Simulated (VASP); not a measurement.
# AlN (Fm-3m) in VASP: further runs

The runs below take AlN through relaxation of cell and atoms, with LDA.

Everything below comes from runs of VASP 6.6.1. Logs are shortened: lines on timing, memory, paths and dates and some standing lists are left out, and cuts for length are marked.

### 1 The crystal as given

It takes space group Fm-3m (No. 225, cubic). The conventional cell has a = 4.069 Å, b = 4.069 Å, c = 4.069 Å, α = 90.00°, β = 90.00°, γ = 90.00°. Around Al (site symmetry m-3m) lie 6 N at 2.03 Å. N (site symmetry m-3m) is surrounded by 6 Al at 2.03 Å.

Measurements of this composition are mostly on another form, of space group No. 186.

### 2 Relaxation of cell and atoms, LDA

INCAR

```
  PREC = Accurate
  ENCUT = 520
  EDIFF = 1E-7
  ISMEAR = 0
  SIGMA = 0.02
  LREAL = False
  LASPH = True
  NELM = 60
  ALGO = Normal
  ISIF = 3
  LWAVE = False
  LCHARG = False
  IBRION = 2
  NSW = 80
  EDIFFG = -0.002
```

KPOINTS

```
regular mesh
0
Gamma
  14 14 14
```

POSCAR

```
AlN
1.0
    0.0000000000      2.0345180000      2.0345180000
    2.0345180000      0.0000000000      2.0345180000
    2.0345180000      2.0345180000      0.0000000000
Al N
1 1
Direct
    0.5000000000      0.5000000000      0.5000000000
    0.0000000000      0.0000000000      0.0000000000
```

Potentials or basis: VASP PAW LDA potentials, release 64 (Al, N).

Command:

```sh
cat potpaw_LDA.64/Al/POTCAR potpaw_LDA.64/N/POTCAR > POTCAR
mpirun -np 1 vasp_std > vasp.out
```

OUTCAR:

```text
PREC = Accurate
   ENCUT = 520
   EDIFF = 1E-7
   ISMEAR = 0
   LREAL = False
   LASPH = True
   NELM = 60
   ISIF = 3
   IBRION = 2
   NSW = 80
   EDIFFG = -0.002

 ion  position               nearest neighbor table
   1  0.500  0.500  0.500-   2 2.03   2 2.03   2 2.03   2 2.03   2 2.03   2 2.03
   2  0.000  0.000  0.000-   1 2.03   1 2.03   1 2.03   1 2.03   1 2.03   1 2.03

  LATTYP: Found a face centered cubic cell.
 ALAT       =     4.0690360000

  Lattice vectors:

 A1 = (   0.0000000000,   2.0345180000,   2.0345180000)
 A2 = (   2.0345180000,   0.0000000000,   2.0345180000)
 A3 = (   2.0345180000,   2.0345180000,   0.0000000000)

Analysis of symmetry for initial positions (statically):
=====================================================================
 Subroutine PRICEL returns:
 Original cell was already a primitive cell.

 Routine SETGRP: Setting up the symmetry group for a
 face centered cubic supercell.

 Subroutine GETGRP returns: Found 48 space group operations
 (whereof 48 operations were pure point group operations)
 out of a pool of 48 trial point group operations.

The static configuration has the point symmetry O_h .

Analysis of symmetry for dynamics (positions and initial velocities):
=====================================================================
 Subroutine PRICEL returns:
 Original cell was already a primitive cell.

 Routine SETGRP: Setting up the symmetry group for a
 face centered cubic supercell.

 Subroutine GETGRP returns: Found 48 space group operations
 (whereof 48 operations were pure point group operations)
 out of a pool of 48 trial point group operations.

The dynamic configuration has the point symmetry O_h .

 Subroutine INISYM returns: Found 48 space group operations
 (whereof 48 operations are pure point group operations),
 and found     1 'primitive' translations

----------------------------------------------------------------------------------------

                                     Primitive cell

  volume of cell :      16.8428

  direct lattice vectors                    reciprocal lattice vectors
     0.000000000  2.034518000  2.034518000    -0.245758455  0.245758455  0.245758455
     2.034518000  0.000000000  2.034518000     0.245758455 -0.245758455  0.245758455
     2.034518000  2.034518000  0.000000000     0.245758455  0.245758455 -0.245758455

  length of vectors
     2.877242948  2.877242948  2.877242948     0.425666130  0.425666130  0.425666130

  position of ions in fractional coordinates (direct lattice)
     0.500000000  0.500000000  0.500000000
     0.000000000  0.000000000  0.000000000

  ion indices of the primitive-cell ions
   primitive index   ion index
                 1           1
                 2           2

----------------------------------------------------------------------------------------

 KPOINTS: regular mesh

Automatic generation of k-mesh.
 Grid dimensions read from file:
 generate k-points for:   14   14   14

 Generating k-lattice:

  Cartesian coordinates                     Fractional coordinates (reciprocal lattice)
    -0.017554175  0.017554175  0.017554175     0.071428571  0.000000000  0.000000000
     0.017554175 -0.017554175  0.017554175     0.000000000  0.071428571  0.000000000
     0.017554175  0.017554175 -0.017554175     0.000000000  0.000000000  0.071428571

  Length of vectors
     0.030404724  0.030404724  0.030404724

  Shift w.r.t. Gamma in fractional coordinates (k-lattice)
     0.000000000  0.000000000  0.000000000

 Subroutine IBZKPT returns following result:
 ===========================================

 Found    104 irreducible k-points:

 Following reciprocal coordinates:
            Coordinates               Weight
  0.000000  0.000000  0.000000      1.000000
  0.071429  0.000000  0.000000      8.000000
  0.142857  0.000000  0.000000      8.000000
  0.214286  0.000000  0.000000      8.000000
  0.285714  0.000000  0.000000      8.000000
  0.357143  0.000000  0.000000      8.000000
[... 16 lines left out ...]
  0.214286  0.142857  0.000000     24.000000
  0.285714  0.142857  0.000000     24.000000
 [... further k-points ...]
   k-points           NKPTS =    104   k-points in BZ     NKDIM =    104   number of bands    NBANDS=      8
   number of dos      NEDOS =    301   number of ions     NIONS =      2
   total plane-waves  NPLWV =  13824
   dimension x,y,z NGX =    24 NGY =   24 NGZ =   24
   dimension x,y,z NGXF=    48 NGYF=   48 NGZF=   48
   ions per type =               1   1
   NGX,Y,Z   is equivalent  to a cutoff of  13.87, 13.87, 13.87 a.u.
   NGXF,Y,Z  is equivalent  to a cutoff of  27.73, 27.73, 27.73 a.u.
 SYSTEM =  unknown system
   PREC   = accura    normal or accurate (medium, high low for compatibility)
   ISTART =      0    job   : 0-new  1-cont  2-samecut
   ICHARG =      2    charge: 1-file 2-atom 10-const
   ISPIN  =      1    spin polarized calculation?
   LNONCOLLINEAR =      F non collinear calculations
   LSORBIT =      F    spin-orbit coupling
   LASPH  =      T    aspherical Exc in radial PAW
   ENCUT  =  520.0 eV  38.22 Ry    6.18 a.u.   5.35  5.35  5.35*2*pi/ulx,y,z
   NELM   =     60;   NELMIN=  2; NELMDL= -5     # of ELM steps
   EDIFF  = 0.1E-06   stopping-criterion for ELM
   LREAL  =      F    real-space projection
   EDIFFG = -.2E-02   stopping-criterion for IOM
   NSW    =     80    number of steps for IOM
   IBRION =      2    ionic relax: 0-MD 1-quasi-New 2-CG
   NFREE  =      1    steps in history (QN), initial steepest desc. (CG)
   ISIF   =      3    stress and relaxation
   ISYM   =      2    0-nonsym 1-usesym 2-fastsym
   POTIM  = 0.5000    time-step for ionic-motion
   TEBEG  =    0.0;   TEEND  =   0.0 temperature during run
   PSTRESS=    0.0 pullay stress
   NELECT =       8.0000    total number of electrons
   NUPDOWN=      -1.0000    fix difference up-down
   EMIN   =  10.00;   EMAX   =-10.00  energy-range for DOS
   EFERMI =   0.00;   METHOD = LEGACY
   ISMEAR =     0;   SIGMA  =   0.02  broadening in eV -4-tet -1-fermi 0-gaus
   EFERMI_NEDOS =   21; number of points for ismear=-14 and -15
   IALGO  =     38    algorithm
   IMIX   =      4    mixing-type and parameters
     AMIX     =   0.40;   BMIX     =  1.00
     AMIX_MAG =   1.60;   BMIX_MAG =  1.00
  volume/ion in A,a.u.               =       8.42        56.83
  Fermi-wavevector in a.u.,A,eV,Ry     =   1.277321  2.413786 22.198561  1.631548
  Thomas-Fermi vector in A             =   2.409927
   LORBIT       =      0    0 simple, 1 ext, 2 COOP (PROOUT), +10 PAW based schemes
   GGA     = CA    functional components
   LHFCALC =     F    Hartree Fock is set to
   AEXX    =    0.0000 exact exchange contribution
   IVDW    =     0    specifies the selected vdW correction
   LEPSILON=     F    determine dielectric tensor
   LRPA    =     F    only Hartree local field effects (RPA)
 conjugate gradient relaxation of ions
 non-spin polarized calculation
 Gauss-broadening in eV      SIGMA  =   0.02
  energy-cutoff  :      520.00
  volume of cell :       16.84
 maximum number of plane-waves:       467
 NGX is ok and might be reduce to    24
   NGX = 11   NGY = 11   NGZ = 11

--------------------------------------- Ionic step        1  -------------------------------------------

 number of electron       8.0000000 magnetization

 Free energy of the ion-electron system (eV)
  ---------------------------------------------------
  ext. energy  EPLUGINS =         0.00000000
  ---------------------------------------------------
  free energy    TOTEN  =       -16.20856469 eV

  energy without entropy =      -16.20856469  energy(sigma->0) =      -16.20856469

 E-fermi :   9.5823     XC(G=0): -12.4849

 val. band max:        9.4649207335   @ k =   0.0000   0.0000   0.0000
 cond. band min:      13.7447812628   @ k =   0.5000   0.5000   0.0000
 fundamental gap:      4.2798605293
 Fermi energy:         9.5822949319

 k-point     1 :       0.0000    0.0000    0.0000
  band No.  band energies     occupation
      1      -7.7705      2.00000
      2       9.4649      2.00000
      3       9.4649      2.00000
      4       9.4649      2.00000
      5      14.9637      0.00000
      6      21.4290      0.00000
      7      21.4290      0.00000
      8      21.4290      0.00000
[... 243 lines left out ...]
 k-point    24 :       0.2857    0.1429    0.0000
  band No.  band energies     occupation
      1      -6.3187      2.00000
      2       5.4175      2.00000
      3       8.2162      2.00000
      4       8.2366      2.00000
      5      17.0183      0.00000
      6      18.6983      0.00000
      7      20.0447      0.00000
      8      22.7096      0.00000

 [... further k-points ...]

------------------------ aborting loop because EDIFF is reached ----------------------------------------

  FORCE on cell =-STRESS in cart. coord.  units (eV):
  Direction    XX          YY          ZZ          XY          YZ          ZX
  --------------------------------------------------------------------------------------
  -------------------------------------------------------------------------------------
  Total       -1.0969589     -1.0969589     -1.0969589     -0.0000000      0.0000000      0.0000000
  in kB     -104.3485284   -104.3485284   -104.3485284     -0.0000000      0.0000000      0.0000000
  external PRESSURE =    -104.3485284 kB  Pullay stress =       0.0000000 kB
[... 165 lines left out ...]
  energy  without entropy=      -16.2311732632  energy(sigma->0) =      -16.23117326

--------------------------------------- Ionic step        6  -------------------------------------------

 number of electron       8.0000000 magnetization

 Free energy of the ion-electron system (eV)
  ---------------------------------------------------
  ext. energy  EPLUGINS =         0.00000000
  ---------------------------------------------------
  free energy    TOTEN  =       -16.23117605 eV

  energy without entropy =      -16.23117605  energy(sigma->0) =      -16.23117605

 E-fermi :  10.1275     XC(G=0): -12.6756

 val. band max:        9.9949509506   @ k =   0.0000   0.0000   0.0000
 cond. band min:      14.6653618598   @ k =   0.5000   0.5000   0.0000
 fundamental gap:      4.6704109092
 Fermi energy:        10.1274556293

 k-point     1 :       0.0000    0.0000    0.0000
  band No.  band energies     occupation
      1      -7.6121      2.00000
      2       9.9950      2.00000
      3       9.9950      2.00000
      4       9.9950      2.00000
      5      16.0835      0.00000
      6      22.0847      0.00000
      7      22.0847      0.00000
      8      22.0847      0.00000
[... 243 lines left out ...]
 k-point    24 :       0.2857    0.1429    0.0000
  band No.  band energies     occupation
      1      -6.1011      2.00000
      2       5.8704      2.00000
      3       8.6823      2.00000
      4       8.7074      2.00000
      5      17.8801      0.00000
      6      19.4859      0.00000
      7      20.9430      0.00000
      8      23.5883      0.00000

 [... further k-points ...]

------------------------ aborting loop because EDIFF is reached ----------------------------------------

  FORCE on cell =-STRESS in cart. coord.  units (eV):
  Direction    XX          YY          ZZ          XY          YZ          ZX
  --------------------------------------------------------------------------------------
  -------------------------------------------------------------------------------------
  Total       -0.0001080     -0.0001080     -0.0001080      0.0000000      0.0000000      0.0000000
  in kB       -0.0107015     -0.0107015     -0.0107015      0.0000000      0.0000000      0.0000000
  external PRESSURE =      -0.0107015 kB  Pullay stress =       0.0000000 kB
[... 17 lines left out ...]
  FREE ENERGIE OF THE ION-ELECTRON SYSTEM (eV)
  ---------------------------------------------------
  free  energy   TOTEN  =       -16.2311760484 eV

  energy  without entropy=      -16.2311760484  energy(sigma->0) =      -16.23117605

 reached required accuracy - stopping structural energy minimisation
```

Run time: 21 s. Hardware: 1 thread of AMD EPYC 9R45 (Zen 5), shared host; peak memory 0.11 GiB.

Results:

```yaml
Free_energy: -16.2312 eV
Relaxed_volume: 8.09 Å³/atom
Relaxed_cell: a = 2.838 Å, b = 2.838 Å, c = 2.838 Å, α = 60.00°, β = 60.00°, γ = 60.00°
Space_group_after_relaxing_to_0.05_Å: Fm-3m (No. 225)
Energy_gained_by_relaxing: 11.3 meV/atom
Ionic_steps: 6
Pressure_after_relaxing: 0.0 GPa
Band_gap_on_the_k_mesh: 4.67 eV, indirect (least direct gap 6.09 eV)
```

Step by step:
| step | energy change (eV) | largest force (eV/Å) | pressure (GPa) | volume (Å³) |
| --- | --- | --- | --- | --- |
| 1 | 0.0000 | 0.0000 | -10.43 | 16.84 |
| 2 | 0.0001 | 0.0000 | 11.92 | 15.54 |
| 3 | -0.0226 | 0.0000 | -0.07 | 16.18 |
| 4 | -0.0226 | 0.0000 | 0.15 | 16.16 |
| 5 | -0.0226 | 0.0000 | -0.12 | 16.18 |
| 6 | -0.0226 | 0.0000 | 0.00 | 16.17 |

Final structure:
```xyz
2
Lattice="0.0000 2.0071 2.0071 2.0071 0.0000 2.0071 2.0071 2.0071 0.0000" Properties=species:S:1:pos:R:3 pbc="T T T"
Al    2.0071    2.0071    2.0071
N     2.0071    2.0071    0.0000
```

### 3 Relaxation of cell and atoms, LDA

This run uses another cell than the first one, of 8.09 Å³/atom, 0.960 times its volume.

INCAR is that of step 2.

KPOINTS is that of step 2.

POSCAR

```
AlN                                     
1.0
   -0.0000000000      2.0070959087      2.0070959087
    2.0070959087     -0.0000000000      2.0070959087
    2.0070959087      2.0070959087      0.0000000000
  Al              N             
     1     1
Direct
     0.5000000000000000    0.5000000000000000    0.5000000000000000
     0.0000000000000000    0.0000000000000000    1.0000000000000000
```

Potentials or basis: VASP PAW LDA potentials, release 64 (Al, N).

Command:

```sh
cat potpaw_LDA.64/Al/POTCAR potpaw_LDA.64/N/POTCAR > POTCAR
mpirun -np 1 vasp_std > vasp.out
```

OUTCAR:

```text
PREC = Accurate
   ENCUT = 520
   EDIFF = 1E-7
   ISMEAR = 0
   LREAL = False
   LASPH = True
   NELM = 60
   ISIF = 3
   IBRION = 2
   NSW = 80
   EDIFFG = -0.002

 ion  position               nearest neighbor table
   1  0.500  0.500  0.500-   2 2.01   2 2.01   2 2.01   2 2.01   2 2.01   2 2.01
   2  0.000  0.000  0.000-   1 2.01   1 2.01   1 2.01   1 2.01   1 2.01   1 2.01

  LATTYP: Found a face centered cubic cell.
 ALAT       =     4.0141918174

  Lattice vectors:

 A1 = (   0.0000000000,   2.0070959087,   2.0070959087)
 A2 = (   2.0070959087,   0.0000000000,   2.0070959087)
 A3 = (   2.0070959087,   2.0070959087,   0.0000000000)

Analysis of symmetry for initial positions (statically):
=====================================================================
 Subroutine PRICEL returns:
 Original cell was already a primitive cell.

 Routine SETGRP: Setting up the symmetry group for a
 face centered cubic supercell.

 Subroutine GETGRP returns: Found 48 space group operations
 (whereof 48 operations were pure point group operations)
 out of a pool of 48 trial point group operations.

The static configuration has the point symmetry O_h .

[... 170 lines left out ...]
 k-point     1 :       0.0000    0.0000    0.0000
  band No.  band energies     occupation
      1      -7.6119      2.00000
      2       9.9952      2.00000
      3       9.9952      2.00000
      4       9.9952      2.00000
      5      16.0839      0.00000
      6      22.0848      0.00000
      7      22.0848      0.00000
      8      22.0848      0.00000
[... 243 lines left out ...]
 k-point    24 :       0.2857    0.1429    0.0000
  band No.  band energies     occupation
      1      -6.1009      2.00000
      2       5.8705      2.00000
      3       8.6824      2.00000
      4       8.7075      2.00000
      5      17.8802      0.00000
      6      19.4860      0.00000
      7      20.9430      0.00000
      8      23.5884      0.00000

 [... further k-points ...]

------------------------ aborting loop because EDIFF is reached ----------------------------------------

  FORCE on cell =-STRESS in cart. coord.  units (eV):
  Direction    XX          YY          ZZ          XY          YZ          ZX
  --------------------------------------------------------------------------------------
  -------------------------------------------------------------------------------------
  Total       -0.0025031     -0.0025031     -0.0025031     -0.0000000     -0.0000000      0.0000000
  in kB       -0.2479981     -0.2479981     -0.2479981     -0.0000000     -0.0000000      0.0000000
  external PRESSURE =      -0.2479981 kB  Pullay stress =       0.0000000 kB

 VOLUME and BASIS-vectors are now :
 -----------------------------------------------------------------------------
  energy-cutoff  :      520.00
  volume of cell :       16.17
      direct lattice vectors                 reciprocal lattice vectors
     0.000000000  2.007095909  2.007095909    -0.249116147  0.249116147  0.249116147
     2.007095909  0.000000000  2.007095909     0.249116147 -0.249116147  0.249116147
     2.007095909  2.007095909  0.000000000     0.249116147  0.249116147 -0.249116147

 POSITION                                       TOTAL-FORCE (eV/Angst)
 -----------------------------------------------------------------------------------
      2.00710      2.00710      2.00710         0.000000      0.000000     -0.000000
      0.00000      0.00000      0.00000        -0.000000     -0.000000      0.000000
 -----------------------------------------------------------------------------------
    total drift:                                0.000000     -0.000000     -0.000000

  FREE ENERGIE OF THE ION-ELECTRON SYSTEM (eV)
  ---------------------------------------------------
  free  energy   TOTEN  =       -16.2307525353 eV

  energy  without entropy=      -16.2307525353  energy(sigma->0) =      -16.23075254

 reached required accuracy - stopping structural energy minimisation
```

OSZICAR:

```text
N       E                     dE             d eps       ncg     rms          rms(c)
DAV:   1     0.690348204776E+01    0.69035E+01   -0.42013E+03  1696   0.917E+02
DAV:   2    -0.178996985531E+02   -0.24803E+02   -0.23005E+02  2336   0.113E+02
DAV:   3    -0.181285653665E+02   -0.22887E+00   -0.22887E+00  1896   0.145E+01
DAV:   4    -0.181289682190E+02   -0.40285E-03   -0.40285E-03  2512   0.628E-01
DAV:   5    -0.181289685758E+02   -0.35681E-06   -0.35681E-06  1984   0.128E-02    0.777E+00
DAV:   6    -0.162908916617E+02    0.18381E+01   -0.94694E+00  1664   0.204E+01    0.285E+00
DAV:   7    -0.162498983204E+02    0.40993E-01   -0.10530E-01  2216   0.282E+00    0.170E+00
DAV:   8    -0.162307821530E+02    0.19116E-01   -0.11681E-02  1736   0.133E+00    0.195E-01
DAV:   9    -0.162307532743E+02    0.28879E-04   -0.14558E-04  2496   0.928E-02    0.138E-01
DAV:  10    -0.162307526539E+02    0.62043E-06   -0.63103E-06  1832   0.274E-02    0.166E-02
DAV:  11    -0.162307525392E+02    0.11467E-06   -0.29833E-07  2168   0.384E-03    0.339E-03
DAV:  12    -0.162307525353E+02    0.39406E-08   -0.17377E-08  1000   0.110E-03
   1 F= -.16230753E+02 E0= -.16230753E+02  d E =-.162308E+02
```

CONTCAR:

```text
AlN
   1.00000000000000
     0.0000000000000000    2.0070959087000002    2.0070959087000002
     2.0070959087000002    0.0000000000000000    2.0070959087000002
     2.0070959087000002    2.0070959087000002    0.0000000000000000
  Al              N
     1     1
Direct
     0.5000000000000000    0.5000000000000000    0.5000000000000000
     0.0000000000000000    0.0000000000000000    0.0000000000000000

  0.00000000E+00  0.00000000E+00  0.00000000E+00
  0.00000000E+00  0.00000000E+00  0.00000000E+00
```

Run time: 6 s. Hardware: 1 thread of AMD EPYC 9R45 (Zen 5), shared host; peak memory 0.1 GiB.

Results:

* Free energy: -16.2308 eV
* Pressure after relaxing: 0.0 GPa
* Band gap on the k mesh: 4.67 eV, indirect (least direct gap 6.09 eV)

Final structure:
```
Al N
1.0
     0.00000    2.00710    2.00710
     2.00710    0.00000    2.00710
     2.00710    2.00710    0.00000
Al N
1 1
Direct
  0.50000 0.50000 0.50000
  0.00000 0.00000 0.00000
```

Caveat: the relaxation stopped at its first step, so nothing moved. Expect the measured gap to be larger: semilocal functionals such as LDA lack the derivative discontinuity.
